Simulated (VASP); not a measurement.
# MgO (Periclase) (Fm-3m) in VASP: notebook, part 2 of 2

VASP 6.6.1. The steps go on from the part before.

### 4 Relaxation of the atoms, PBEsol (a relaxed cell with its volume scaled by 0.98)

INCAR reads:

```
PREC = Accurate
ENCUT = 600
EDIFF = 1E-7
ISMEAR = 0
SIGMA = 0.03
LREAL = False
LASPH = True
NELM = 80
ALGO = Normal
ISIF = 2
LWAVE = False
LCHARG = False
GGA = PS
IBRION = 2
NSW = 40
EDIFFG = -0.01
```

KPOINTS reads:

```
regular mesh
0
Gamma
  12 12 12
```

POSCAR reads:

```
MgO                                     
1.0
    0.0000000000      2.0898025430      2.0898025430
    2.0898025430      0.0000000000      2.0898025430
    2.0898025430      2.0898025430      0.0000000000
  Mg              O             
     1     1
Direct
     0.0000000000000000    0.0000000000000000    0.0000000000000000
     0.5000000000000000    0.5000000000000000    0.5000000000000000
```

Potentials or basis: VASP PAW PBE potentials, release 64 (Mg, O).

Started as:

```
> cat potpaw_PBE.64/Mg/POTCAR potpaw_PBE.64/O/POTCAR > POTCAR
> mpirun -np 1 vasp_std > vasp.out
```

OUTCAR:

```text
PREC = Accurate
   ENCUT = 600
   EDIFF = 1E-7
   ISMEAR = 0
   LREAL = False
   LASPH = True
   NELM = 80
   ISIF = 2
   GGA = PS
   IBRION = 2
   NSW = 40
   EDIFFG = -0.01

 ion  position               nearest neighbor table
   1  0.000  0.000  0.000-   2 2.09   2 2.09   2 2.09   2 2.09   2 2.09   2 2.09
   2  0.500  0.500  0.500-   1 2.09   1 2.09   1 2.09   1 2.09   1 2.09   1 2.09

  LATTYP: Found a face centered cubic cell.
 ALAT       =     4.1796050860
[... 457 lines left out ...]

  FORCE on cell =-STRESS in cart. coord.  units (eV):
  Direction    XX          YY          ZZ          XY          YZ          ZX
  --------------------------------------------------------------------------------------
  -------------------------------------------------------------------------------------
  Total        0.3880856      0.3880856      0.3880856      0.0000000     -0.0000000     -0.0000000
  in kB       34.0637397     34.0637397     34.0637397      0.0000000     -0.0000000     -0.0000000
  external PRESSURE =      34.0637397 kB  Pullay stress =       0.0000000 kB

 VOLUME and BASIS-vectors are now :
 -----------------------------------------------------------------------------
  energy-cutoff  :      600.00
  volume of cell :       18.25
      direct lattice vectors                 reciprocal lattice vectors
     0.000000000  2.089802543  2.089802543    -0.239257054  0.239257054  0.239257054
     2.089802543  0.000000000  2.089802543     0.239257054 -0.239257054  0.239257054
     2.089802543  2.089802543  0.000000000     0.239257054  0.239257054 -0.239257054

 POSITION                                       TOTAL-FORCE (eV/Angst)
 -----------------------------------------------------------------------------------
      0.00000      0.00000      0.00000         0.000000      0.000000     -0.000000
      2.08980      2.08980      2.08980        -0.000000     -0.000000      0.000000
 -----------------------------------------------------------------------------------
    total drift:                               -0.000000     -0.000000      0.000000

  FREE ENERGIE OF THE ION-ELECTRON SYSTEM (eV)
  ---------------------------------------------------
  free  energy   TOTEN  =       -12.5106089679 eV

  energy  without entropy=      -12.5106089679  energy(sigma->0) =      -12.51060897

 reached required accuracy - stopping structural energy minimisation
```

OSZICAR:

```text
N       E                     dE             d eps       ncg     rms          rms(c)
DAV:   1     0.142487078806E+02    0.14249E+02   -0.54176E+03  1408   0.102E+03
DAV:   2    -0.135188159375E+02   -0.27768E+02   -0.26718E+02  1424   0.147E+02
DAV:   3    -0.139004282593E+02   -0.38161E+00   -0.38161E+00  1528   0.191E+01
DAV:   4    -0.139008481212E+02   -0.41986E-03   -0.41986E-03  1552   0.606E-01
DAV:   5    -0.139008484316E+02   -0.31035E-06   -0.31035E-06  1544   0.132E-02    0.669E+00
DAV:   6    -0.125484591637E+02    0.13524E+01   -0.86099E+00  1152   0.207E+01    0.221E+00
DAV:   7    -0.125238599950E+02    0.24599E-01   -0.35736E-02  1232   0.249E+00    0.127E+00
DAV:   8    -0.125106530990E+02    0.13207E-01   -0.19412E-02  1152   0.217E+00    0.140E-01
DAV:   9    -0.125105690084E+02    0.84091E-04   -0.33609E-04  1728   0.167E-01    0.687E-02
DAV:  10    -0.125106090049E+02   -0.39996E-04   -0.46919E-05  1176   0.803E-02    0.365E-03
DAV:  11    -0.125106088831E+02    0.12181E-06   -0.14120E-06  1640   0.890E-03    0.176E-03
DAV:  12    -0.125106089679E+02   -0.84805E-07   -0.51604E-08   744   0.279E-03
   1 F= -.12510609E+02 E0= -.12510609E+02  d E =-.125106E+02
```

CONTCAR:

```text
MgO
   1.00000000000000
     0.0000000000000000    2.0898025429999998    2.0898025429999998
     2.0898025429999998    0.0000000000000000    2.0898025429999998
     2.0898025429999998    2.0898025429999998    0.0000000000000000
  Mg              O
     1     1
Direct
     0.0000000000000000    0.0000000000000000    0.0000000000000000
     0.5000000000000000    0.5000000000000000    0.5000000000000000

  0.00000000E+00  0.00000000E+00  0.00000000E+00
  0.00000000E+00  0.00000000E+00  0.00000000E+00
```

Wall time 8.6 s (1 thread of AMD EPYC 9R14 (Zen 4), shared host); peak memory 0.11 GiB.

Results:

```yaml
Free_energy: -12.5106 eV
Pressure_after_relaxing: 3.4 GPa
Band_gap_on_the_k_mesh: 4.86 eV, direct
```

Final structure:
```
Mg O
1.0
     0.00000    2.08980    2.08980
     2.08980    0.00000    2.08980
     2.08980    2.08980    0.00000
Mg O
1 1
Direct
  0.00000 0.00000 0.00000
  0.50000 0.50000 0.50000
```

Caveat: the relaxation stopped at its first step, so nothing moved; the PAW data sets were made with another functional, which shifts forces and pressure a little. A k mesh can miss the band edges.

### 5 Relaxation of the atoms, PBEsol

INCAR is that of step 4.

KPOINTS is that of step 4.

POSCAR reads:

```
MgO                                     
1.0
    0.0000000000      2.1039232588      2.1039232588
    2.1039232588      0.0000000000      2.1039232588
    2.1039232588      2.1039232588      0.0000000000
  Mg              O             
     1     1
Direct
     0.0000000000000000    0.0000000000000000    0.0000000000000000
     0.5000000000000000    0.5000000000000000    0.5000000000000000
```

Started as:

```
> cat potpaw_PBE.64/Mg/POTCAR potpaw_PBE.64/O/POTCAR > POTCAR
> mpirun -np 1 vasp_std > vasp.out
```

Wall time 8.7 s (1 thread of AMD EPYC 9R14 (Zen 4), shared host); peak memory 0.11 GiB.

It converged, with:

| Property | Result |
| --- | --- |
| Free energy | -12.5154 eV |
| Pressure after relaxing | 0.0 GPa |
| Band gap on the k mesh | 4.66 eV, direct |

Final structure:
```cif
data_structure
_symmetry_space_group_name_H-M 'P 1'
_symmetry_Int_Tables_number 1
_cell_length_a 2.9754
_cell_length_b 2.9754
_cell_length_c 2.9754
_cell_angle_alpha 60.000
_cell_angle_beta 60.000
_cell_angle_gamma 60.000
_cell_volume 18.63
loop_
_atom_site_label
_atom_site_type_symbol
_atom_site_fract_x
_atom_site_fract_y
_atom_site_fract_z
_atom_site_occupancy
Mg1 Mg 0.00000 0.00000 0.00000 1
O1 O 0.50000 0.50000 0.50000 1
```

Levels at points of the mesh, in eV from the valence-band top:
| k point | band 1 | band 2 | band 3 | band 4 | band 5 | band 6 | band 7 | band 8 |
| --- | --- | --- | --- | --- | --- | --- | --- | --- |
| (0.00, 0.00, 0.00) | -17.22 | 0.00 | 0.00 | 0.00 | 4.66 | 15.65 | 15.65 | 15.65 |
| (0.50, 0.00, 0.00) | -15.90 | -4.69 | -0.67 | -0.67 | 7.77 | 12.54 | 16.21 | 16.21 |
| (0.50, 0.50, 0.00) | -15.63 | -4.16 | -1.37 | -1.37 | 8.93 | 9.91 | 13.00 | 18.89 |

Caveat: the relaxation stopped at its first step, so nothing moved; the PAW data sets were made with another functional, which shifts forces and pressure a little.

### 6 Relaxation of the atoms, PBEsol (a relaxed cell with its volume scaled by 1.02)

INCAR is that of step 5.

KPOINTS is that of step 5.

POSCAR reads:

```
MgO                                     
1.0
    0.0000000000      2.1178569315      2.1178569315
    2.1178569315      0.0000000000      2.1178569315
    2.1178569315      2.1178569315      0.0000000000
  Mg              O             
     1     1
Direct
     0.0000000000000000    0.0000000000000000    0.0000000000000000
     0.5000000000000000    0.5000000000000000    0.5000000000000000
```

Potentials or basis: VASP PAW PBE potentials, release 64 (Mg, O).

Started as:

```
> cat potpaw_PBE.64/Mg/POTCAR potpaw_PBE.64/O/POTCAR > POTCAR
> mpirun -np 1 vasp_std > vasp.out
```

Run time: 8.8 s. Hardware: 1 thread of AMD EPYC 9R14 (Zen 4), shared host; peak memory 0.11 GiB.

It converged, with:

| Property | Result |
| --- | --- |
| Free energy | -12.5126 eV |
| Pressure after relaxing | -3.1 GPa |
| Band gap on the k mesh | 4.48 eV, direct |

Final structure:
```cif
data_structure
_symmetry_space_group_name_H-M 'P 1'
_symmetry_Int_Tables_number 1
_cell_length_a 2.9951
_cell_length_b 2.9951
_cell_length_c 2.9951
_cell_angle_alpha 60.000
_cell_angle_beta 60.000
_cell_angle_gamma 60.000
_cell_volume 19.00
loop_
_atom_site_label
_atom_site_type_symbol
_atom_site_fract_x
_atom_site_fract_y
_atom_site_fract_z
_atom_site_occupancy
Mg1 Mg 0.00000 0.00000 0.00000 1
O1 O 0.50000 0.50000 0.50000 1
```

Levels at points of the mesh, in eV from the valence-band top:
| k point | band 1 | band 2 | band 3 | band 4 | band 5 | band 6 | band 7 | band 8 |
| --- | --- | --- | --- | --- | --- | --- | --- | --- |
| (0.00, 0.00, 0.00) | -17.12 | 0.00 | 0.00 | 0.00 | 4.48 | 15.54 | 15.54 | 15.54 |
| (0.50, 0.00, 0.00) | -15.85 | -4.61 | -0.64 | -0.64 | 7.64 | 12.31 | 16.01 | 16.01 |
| (0.50, 0.50, 0.00) | -15.59 | -4.08 | -1.34 | -1.34 | 8.90 | 9.70 | 12.80 | 18.59 |

Caveat: the relaxation stopped at its first step, so nothing moved; the PAW data sets were made with another functional, which shifts forces and pressure a little.

### 7 The runs side by side

```tsv
cell	gap on the mesh (eV)	pressure (GPa)
atoms relaxed from: a relaxed cell with its volume scaled by 0.94	5.29	11.4
atoms relaxed from: a relaxed cell with its volume scaled by 0.96	5.07	7.2
atoms relaxed from: a relaxed cell with its volume scaled by 0.98	4.86	3.4
atoms relaxed	4.66	0.0
atoms relaxed from: a relaxed cell with its volume scaled by 1.02	4.48	-3.1
```

Alike in all rows: task relaxation of the atoms; level PBEsol; potentials or basis VASP PAW PBE potentials, release 64 (Mg, O); no spin polarisation; k mesh 12 × 12 × 12; cutoff (eV) 600; smearing gaussian 0.03 eV.

Caveats: the relaxation stopped at its first step, so nothing moved; the PAW data sets were made with another functional, which shifts forces and pressure a little.

Absolute energies hang on the potentials; compare differences alone.

### 8 Comparison with measurements

Step 5. A measured gap of MgO is 7.83 eV (quoted in “Electronic structure of alkaline earth and post-transition metal oxides”, 2009, arxiv:0908.1581); the calculated 4.66 eV misses it by -3.17 eV. The value is that of PBEsol on a finite k mesh, which can miss the band edges, without temperature or zero-point motion. Semilocal functionals fall short of measured gaps as a rule.
